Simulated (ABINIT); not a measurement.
Crystal: TaN.

```
CELL_PARAMETERS angstrom
2.93800 0.00000 0.00000
-1.46900 2.54438 0.00000
0.00000 0.00000 2.88300
ATOMIC_POSITIONS crystal
Ta 0.00000 0.00000 0.50000
N 0.66667 0.33333 0.00000
```

* Program: ABINIT 10.8.3 (patched build)
* Task: relaxation of cell and atoms
* Functional: LDA
* Potentials or basis: PseudoDojo NC SR LDA v0.4.1 standard
* Cutoff: 1143 eV
* k mesh: 8 × 8 × 7
* Occupations: fermi-dirac, width 0.05 eV
* Spin: no spin polarisation

At the start: pressure -13.9 GPa; volume 10.78 Å³/atom.

Question: Where does the relaxation end?

Answer: Over 5 steps the energy falls by 18.8 meV/atom and the volume is 10.36 Å³/atom (-3.9 %); space group P-6m2 (No. 187, to 0.05 Å).

The path:
```csv
step,energy change (eV),largest force (eV/Å),pressure (GPa),volume (Å³)
1,0.0000,0.0000,-13.91,21.55
2,-0.0372,0.0000,1.35,20.65
3,-0.0376,0.0000,-0.08,20.72
4,-0.0376,0.0000,-0.01,20.72
5,-0.0376,0.0000,0.00,20.72
```

Final structure:
```
Ta N
1.0
     2.90066    0.00000    0.00000
    -1.45033    2.51205    0.00000
     0.00000    0.00000    2.84329
Ta N
1 1
Cartesian
  0.0000 0.0000 1.4216
  1.4503 0.8373 0.0000
```
